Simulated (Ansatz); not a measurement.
TaS2:

```
Ta S
1.0
     3.35000    0.00000    0.00000
    -1.67500    2.90119    0.00000
     0.00000    0.00000    5.86000
Ta S
1 2
Cartesian
  0.0000 0.0000 0.0000
  1.6750 0.9671 4.3950
  0.0000 1.9341 1.4650
```

- Program: Ansatz 0.2.0
- Task: relaxation of cell and atoms
- Functional: HISS
- Potentials or basis: Ansatz PAW
- Cutoff: 420 eV (not typed: the program's choice for these potentials)
- k mesh: 5 × 5 × 3
- Occupations: fermi-dirac, width 0.05 eV
- Spin: no spin polarisation

At the start: volume 18.98 Å³/atom.

How do energy, volume and symmetry change on relaxing?

It ends after 12 steps and the volume is 21.75 Å³/atom (+14.6 %); space group P-3m1 (No. 164, to 0.05 Å).

Step by step:
```csv
step,energy change (eV),largest force (eV/Å),volume (Å³)
1,0.0000,0.6478,56.95
2,-0.0437,0.2659,61.29
3,-0.0533,0.0431,61.40
4,-0.0547,0.0693,62.24
5,-0.0555,0.0350,62.87
6,-0.0559,0.0005,63.56
7,-0.0559,0.0018,63.90
8,-0.0582,0.0008,63.90
9,-0.0584,0.0050,64.71
10,-0.0584,0.0024,65.12
11,-0.0583,0.0002,65.24
12,-0.0586,0.0001,65.24
```

Final structure:
```xyz
3
Lattice="3.3774 0.0000 0.0000 -1.6887 2.9249 0.0000 0.0000 0.0000 6.6042" Properties=species:S:1:pos:R:3 pbc="T T T"
Ta    0.0000    0.0000    0.0000
S     1.6887    0.9750    5.1115
S     0.0000    1.9499    1.4927
```

Caveat: the k mesh is coarse (spacing up to 0.43 Å⁻¹), so the values aren't converged, least of all with exact exchange; the plane-wave basis is chosen anew once the cell has moved, so the energies of steps on either side of that aren't comparable; the volume moved by +15 % from the deposited cell, more than functionals usually miss; the PAW data sets come from PBE, with cores solved anew for the run's functional, which leaves a small shift of forces and pressure.
